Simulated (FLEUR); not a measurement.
# CdSe (Cadmoselite) (P6_3mc) in FLEUR: notebook

The runs below take CdSe (Cadmoselite) through band structure, equation of state, with LDA exchange alone (X-alpha).

Program: FLEUR MaX-R8.1 (later development tree). These are calculated values, not measurements. Logs are shortened: lines on timing, memory, paths and dates and some standing lists are left out, and cuts for length are marked.

**What was measured.**

A printed reference work, data compilation reports, for a bulk crystal of CdSe at 2 K: band gap 1.841 eV.

The results are compared with them further down.

## 1. Starting point

Symmetry: P6_3mc, No. 186, hexagonal system. The conventional cell has a = 4.300 Å, b = 4.300 Å, c = 7.020 Å, α = 90.00°, β = 90.00°, γ = 120.00°. Cd (site symmetry 3m) is surrounded by 4 Se at 2.61 to 2.70 Å. Se (site symmetry 3m) is surrounded by 4 Cd at 2.61 to 2.70 Å.

## 2. Band structure, LDA exchange alone (X-alpha)

Input file inp.xml:

```xml
<?xml version="1.0" encoding="UTF-8" standalone="no"?>
<fleurInput fleurInputVersion="0.39">
   <comment>
      CdSe                                                                                                
   </comment>
   <calculationSetup>
      <cutoffs Kmax="4.67" Gmax="14.5" GmaxXC="14.5" numbands="0"/>
      <scfLoop itmax="60" minDistance="0.00001" maxIterBroyd="15" imix="Anderson" alpha="0.05" precondParam="0.0" spinf="2.0" sdNocoIR="T"/>
      <coreElectrons ctail="T" frcor="F" kcrel="0" coretail_lmax="0"/>
      <xcFunctional name="x-a" relativisticCorrections="F"/>
      <magnetism jspins="1"/>
      <soc l_soc="F" theta="0.0" phi="0.0" spav="F"/>
      <expertModes spex="0" secvar="F"/>
      <geometryOptimization l_f="F" forcealpha="1.0" forcemix="BFGS" epsdisp="0.00001" epsforce="0.00001"/>
      <ldaU l_linMix="F" mixParam="0.05" spinf="1.0"/>
   </calculationSetup>
   <cell>
      <bzIntegration valenceElectrons="72.0" mode="hist" fermiSmearingEnergy="0.00183747">
         <kPointListSelection listName="default-1"/>
         <!-- k-points included here -->
         <xi:include xmlns:xi="http://www.w3.org/2001/XInclude" href="kpts.xml"> </xi:include>
      </bzIntegration>
      <!-- symmetry operations included here -->
      <xi:include xmlns:xi="http://www.w3.org/2001/XInclude" href="sym.xml"> </xi:include>
      <bulkLattice scale="1.0">
[... 32 lines left out ...]
         <lo type="SCLO" l="2" n="3" eDeriv="0"/>
         <lo type="SCLO" l="0" n="4" eDeriv="2"/>
         <lo type="SCLO" l="1" n="4" eDeriv="2"/>
         <lo type="SCLO" l="3" n="4" eDeriv="2"/>
      </species>
   </atomSpecies>
   <atomGroups>
      <atomGroup species="Cadmium (Cd)">
         <relPos label="                   1">-1.000/3.000 1.000/3.000 1.000/2.000</relPos>
         <relPos label="                   2">1.000/3.000 -1.000/3.000 .0000000000</relPos>
         <force calculate="T" relaxXYZ="TTT"/>
      </atomGroup>
      <atomGroup species="Selenium (Se)">
         <relPos label="                   3">-1.000/3.000 1.000/3.000 -.1150000000</relPos>
         <relPos label="                   4">1.000/3.000 -1.000/3.000 .3850000000</relPos>
         <force calculate="T" relaxXYZ="TTT"/>
      </atomGroup>
   </atomGroups>
   <output dos="F" band="F" slice="F">
      <checks vchk="F" cdinf="F"/>
      <bandDOS minEnergy="-.5*Htr" maxEnergy="0.5*Htr" sigma="0.015" storeEVData="T"/>
      <vacuumDOS vacdos="F" integ="F" star="F" nstars="0" locx1="0.0" locy1="0.0" locx2="0.0" locy2="0.0" nstm="0" tworkf="0.0"/>
      <unfoldingBand unfoldBand="F" supercellX="1" supercellY="1" supercellZ="1"/>
      <plotting iplot="0" polar="F">
         <plot TwoD="T" vec1="  1.0  0.0  0.0" vec2="  0.0  1.0  0.0" vec3="  0.0  0.0  1.0" zero="  0.0  0.0  0.0" file="plot"/>
      </plotting>
      <chargeDensitySlicing numkpt="0" minEigenval="0.0" maxEigenval="0.0" nnne="0" pallst="F"/>
      <specialOutput eonly="F"/>
      <moessbauerParams electricFieldGradient="T" isomerShift="T" coreHyperfine="T" valenceHyperfine="T"/>
      <magneticCircularDichroism mcd="F" energyLo="-10.0" energyUp="0.0"/>
   </output>
  <!-- We include the file relax.xml here to enable relaxations (see documentation) -->
  <xi:include xmlns:xi="http://www.w3.org/2001/XInclude" href="relax.xml"> <xi:fallback/> </xi:include>
</fleurInput>
```

Input file crystal.txt:

```
CdSe
&input cartesian=F /
4.3000000000  0.0000000000  0.0000000000
-2.1500000000  3.7239092363  0.0000000000
0.0000000000  0.0000000000  7.0200000000
1.8897261246
1.0 1.0 1.0

4
48 0.6666666667  0.3333333333  0.5000000000
48 0.3333333333  0.6666666667  0.0000000000
34 0.6666666667  0.3333333333  0.8850000000
34 0.3333333333  0.6666666667  0.3850000000

&kpt div1=7 div2=7 div3=4 gamma=T /
```

Input file inp.xml (bands):

```
<?xml version="1.0" encoding="UTF-8" standalone="no"?>
<fleurInput fleurInputVersion="0.39">
   <comment>
      CdSe                                                                                                
   </comment>
   <calculationSetup>
      <cutoffs Kmax="4.67" Gmax="14.5" GmaxXC="14.5" numbands="0"/>
      <scfLoop itmax="60" minDistance="0.00001" maxIterBroyd="15" imix="Anderson" alpha="0.05" precondParam="0.0" spinf="2.0" sdNocoIR="T"/>
      <coreElectrons ctail="T" frcor="F" kcrel="0" coretail_lmax="0"/>
      <xcFunctional name="x-a" relativisticCorrections="F"/>
      <magnetism jspins="1"/>
      <soc l_soc="F" theta="0.0" phi="0.0" spav="F"/>
      <expertModes spex="0" secvar="F"/>
      <geometryOptimization l_f="F" forcealpha="1.0" forcemix="BFGS" epsdisp="0.00001" epsforce="0.00001"/>
      <ldaU l_linMix="F" mixParam="0.05" spinf="1.0"/>
   </calculationSetup>
   <cell>
      <bzIntegration valenceElectrons="72.0" mode="hist" fermiSmearingEnergy="0.00183747">
         <kPointListSelection listName="path-1"/>
         <!-- k-points included here -->
         <xi:include xmlns:xi="http://www.w3.org/2001/XInclude" href="kpts.xml"> </xi:include>
      </bzIntegration>
      <!-- symmetry operations included here -->
      <xi:include xmlns:xi="http://www.w3.org/2001/XInclude" href="sym.xml"> </xi:include>
[... 33 lines left out ...]
         <lo type="SCLO" l="2" n="3" eDeriv="0"/>
         <lo type="SCLO" l="0" n="4" eDeriv="2"/>
         <lo type="SCLO" l="1" n="4" eDeriv="2"/>
         <lo type="SCLO" l="3" n="4" eDeriv="2"/>
      </species>
   </atomSpecies>
   <atomGroups>
      <atomGroup species="Cadmium (Cd)">
         <relPos label="                   1">-1.000/3.000 1.000/3.000 1.000/2.000</relPos>
         <relPos label="                   2">1.000/3.000 -1.000/3.000 .0000000000</relPos>
         <force calculate="T" relaxXYZ="TTT"/>
      </atomGroup>
      <atomGroup species="Selenium (Se)">
         <relPos label="                   3">-1.000/3.000 1.000/3.000 -.1150000000</relPos>
         <relPos label="                   4">1.000/3.000 -1.000/3.000 .3850000000</relPos>
         <force calculate="T" relaxXYZ="TTT"/>
      </atomGroup>
   </atomGroups>
   <output dos="F" band="T" slice="F">
      <checks vchk="F" cdinf="F"/>
      <bandDOS minEnergy="-.5*Htr" maxEnergy="0.5*Htr" sigma="0.015" storeEVData="T"/>
      <vacuumDOS vacdos="F" integ="F" star="F" nstars="0" locx1="0.0" locy1="0.0" locx2="0.0" locy2="0.0" nstm="0" tworkf="0.0"/>
      <unfoldingBand unfoldBand="F" supercellX="1" supercellY="1" supercellZ="1"/>
      <plotting iplot="0" polar="F">
         <plot TwoD="T" vec1="  1.0  0.0  0.0" vec2="  0.0  1.0  0.0" vec3="  0.0  0.0  1.0" zero="  0.0  0.0  0.0" file="plot"/>
      </plotting>
      <chargeDensitySlicing numkpt="0" minEigenval="0.0" maxEigenval="0.0" nnne="0" pallst="F"/>
      <specialOutput eonly="F"/>
      <moessbauerParams electricFieldGradient="T" isomerShift="T" coreHyperfine="T" valenceHyperfine="T"/>
      <magneticCircularDichroism mcd="F" energyLo="-10.0" energyUp="0.0"/>
   </output>
  <!-- We include the file relax.xml here to enable relaxations (see documentation) -->
  <xi:include xmlns:xi="http://www.w3.org/2001/XInclude" href="relax.xml"> <xi:fallback/> </xi:include>
</fleurInput>
```

Potentials or basis: all-electron, FLAPW.

Run with:

```
$ inpgen -f crystal.txt -profile fastHighL
$ # inp.xml edited to the form shown
$ fleur_MPI
$ fleur_MPI   # second run, on inp.xml (bands)
```

Output:

```text
Welcome to FLEUR        (www.flapw.de)
      MaX-Release 8.1          (www.max-centre.eu)

 ========== k-point set info ==========
 Selected k-point list: default-1
 k-point list type: mesh
 7 x 7 x 4
 Number of k points: 24

 ------------Calculation Setup---------------------------
 Number of MPI-tasks      :            1
 Number of PE/node        :            1
 Number of OMP-threads    :            1
 Most efficient MPI parallelization for:
           1           2           3           4           6           8          12          24
 Additional eigenvalue parallelization possible
 Number of basis functions:         1460
 Approximate size of matrices (H+S) per k-point:         0.064 GB
 --------------------------------------------------------
 Iteration:     1   Distance:       6.05841294 me/bohr^3
 Iteration:     2   Distance:       5.46139250 me/bohr^3
 Iteration:     3   Distance:       3.12708301 me/bohr^3
 Iteration:     4   Distance:       1.06714372 me/bohr^3
 Iteration:     5   Distance:       0.84848106 me/bohr^3
 Iteration:     6   Distance:       0.16318713 me/bohr^3
 Iteration:     7   Distance:       0.07191945 me/bohr^3
 Iteration:     8   Distance:       0.04988227 me/bohr^3
 Iteration:     9   Distance:       0.00525066 me/bohr^3
 Iteration:    10   Distance:       0.00503977 me/bohr^3
 Iteration:    11   Distance:       0.00085878 me/bohr^3
 Iteration:    12   Distance:       0.00032941 me/bohr^3
 Iteration:    13   Distance:       0.00026110 me/bohr^3
 Iteration:    14   Distance:       0.00005004 me/bohr^3
 Iteration:    15   Distance:       0.00001537 me/bohr^3
 Iteration:    16   Distance:       0.00001316 me/bohr^3
 Iteration:    17   Distance:       0.00000390 me/bohr^3

 ********************************************************************
 Run finished successfully
 Stop message:
   all done
 ********************************************************************
```

Run time: 23 min. Hardware: 1 thread of Arm Neoverse V1, shared host; peak memory 0.18 GiB.

Results:

```
Free energy                                           : -435952.4953 eV
Band gap on the k mesh                                : 0.31 eV, direct
Band gap along the path                               : 0.31 eV, direct
Valence electrons inside the program's atomic spheres : Cd 18.37; Se 13.56 (radii Cd 2.47, Se 2.1 bohr)
```

Levels at the corners of the path, in eV from the valence-band top:
| point | band 33 | band 34 | band 35 | band 36 | band 37 | band 38 | band 39 | band 40 |
| --- | --- | --- | --- | --- | --- | --- | --- | --- |
| Γ | -0.75 | -0.03 | 0.00 | 0.00 | 0.31 | 1.79 | 5.62 | 5.62 |
| M | -2.69 | -1.94 | -1.32 | -0.87 | 2.94 | 2.98 | 4.47 | 5.87 |
| K | -3.24 | -1.89 | -1.89 | -1.88 | 3.98 | 4.61 | 4.61 | 6.67 |
| Γ | -0.75 | -0.03 | 0.00 | 0.00 | 0.31 | 1.79 | 5.62 | 5.62 |
| A | -0.39 | -0.39 | -0.39 | -0.39 | 2.02 | 2.02 | 5.50 | 5.50 |
| L | -1.45 | -1.45 | -1.36 | -1.36 | 2.64 | 2.64 | 4.51 | 4.51 |
| H | -2.62 | -2.62 | -1.11 | -1.11 | 3.51 | 3.51 | 5.53 | 5.53 |
| A | -0.39 | -0.39 | -0.39 | -0.39 | 2.02 | 2.02 | 5.50 | 5.50 |
| L | -1.45 | -1.45 | -1.36 | -1.36 | 2.64 | 2.64 | 4.51 | 4.51 |
| M | -2.69 | -1.94 | -1.32 | -0.87 | 2.94 | 2.98 | 4.47 | 5.87 |
| K | -3.24 | -1.89 | -1.89 | -1.88 | 3.98 | 4.61 | 4.61 | 6.67 |
| H | -2.62 | -2.62 | -1.11 | -1.11 | 3.51 | 3.51 | 5.53 | 5.53 |

Core levels (eV from the Fermi level):
```tsv
atom	levels
1 Cd	1s1/2 -26471.9, 2s1/2 -3925.8, 2p1/2 -3656.4, 2p3/2 -3464.3, 3s1/2 -727.4, 3p1/2 -619.4, 3p3/2 -585.0, 3d3/2 -393.1, 3d5/2 -386.1
2 Cd	1s1/2 -26471.9, 2s1/2 -3925.8, 2p1/2 -3656.4, 2p3/2 -3464.3, 3s1/2 -727.4, 3p1/2 -619.4, 3p3/2 -585.0, 3d3/2 -393.1, 3d5/2 -386.1
3 Se	1s1/2 -12471.8, 2s1/2 -1596.9, 2p1/2 -1433.2, 2p3/2 -1391.6, 3s1/2 -205.8, 3p1/2 -149.8, 3p3/2 -143.9
4 Se	1s1/2 -12471.8, 2s1/2 -1596.9, 2p1/2 -1433.2, 2p3/2 -1391.6, 3s1/2 -205.8, 3p1/2 -149.8, 3p3/2 -143.9
```

## 3. Equation of state, LDA exchange alone (X-alpha), 26.42 Å³/atom (volume scaled by 0.94)

Changes to inp.xml since step 2:

```diff
@@ -6,3 +6,3 @@
    <calculationSetup>
-      <cutoffs Kmax="4.67" Gmax="14.5" GmaxXC="14.5" numbands="0"/>
+      <cutoffs Kmax="4.8" Gmax="14.9" GmaxXC="14.9" numbands="0"/>
       <scfLoop itmax="60" minDistance="0.00001" maxIterBroyd="15" imix="Anderson" alpha="0.05" precondParam="0.0" spinf="2.0" sdNocoIR="T"/>
@@ -24,3 +24,3 @@
       <xi:include xmlns:xi="http://www.w3.org/2001/XInclude" href="sym.xml"> </xi:include>
-      <bulkLattice scale="1.0">
+      <bulkLattice scale="0.9795861087">
          <bravaisMatrix>
@@ -34,3 +34,3 @@
       <species name="Cadmium (Cd)" element="Cd" atomicNumber="48">
-         <mtSphere radius="2.47" gridPoints="817" logIncrement="0.016"/>
+         <mtSphere radius="2.4" gridPoints="817" logIncrement="0.016"/>
          <atomicCutoffs lmax="10" lnonsphr="8"/>
@@ -48,3 +48,3 @@
       <species name="Selenium (Se)" element="Se" atomicNumber="34">
-         <mtSphere radius="2.1" gridPoints="695" logIncrement="0.018"/>
+         <mtSphere radius="2.04" gridPoints="695" logIncrement="0.018"/>
          <atomicCutoffs lmax="8" lnonsphr="6"/>
```

Potentials or basis: all-electron, FLAPW.

Run with:

```
$ inpgen -f crystal.txt -profile fastHighL
$ # inp.xml edited to the form shown
$ fleur_MPI
```

It took 18 min on 1 thread of Arm Neoverse V1, shared host; peak memory 0.2 GiB.

It converged, with:

```yaml
Free_energy: -435952.3618 eV
Band_gap_on_the_k_mesh: 0.43 eV, direct
Valence_electrons_inside_the_program's_atomic_spheres: Cd 18.26; Se 13.38 (radii Cd 2.4, Se 2.04 bohr)
```

## 4. Equation of state, LDA exchange alone (X-alpha), 26.98 Å³/atom (volume scaled by 0.96)

Changes to inp.xml since step 3:

```diff
@@ -24,3 +24,3 @@
       <xi:include xmlns:xi="http://www.w3.org/2001/XInclude" href="sym.xml"> </xi:include>
-      <bulkLattice scale="0.9795861087">
+      <bulkLattice scale="0.9864848297">
          <bravaisMatrix>
```

Run with:

```
$ inpgen -f crystal.txt -profile fastHighL
$ # inp.xml edited to the form shown
$ fleur_MPI
```

It took 20 min on 1 thread of Arm Neoverse V1, shared host; peak memory 0.2 GiB.

It converged, with:

```
Free energy                                           : -435952.4241 eV
Band gap on the k mesh                                : 0.39 eV, direct
Valence electrons inside the program's atomic spheres : Cd 18.24; Se 13.37 (radii Cd 2.4, Se 2.04 bohr)
```

## 5. Comparison with measurements

Step 2. Against the measured gap of CdSe, 1.841 eV (2 K; a printed reference work, data compilation), the calculated 0.31 eV is off by -1.53 eV. So large a miss can be the level of theory's own, or it may mean another phase, state or a wrong row. Spin-orbit coupling on Cd, Se is left out. The value is that of LDA exchange alone (X-alpha), without temperature or zero-point motion.
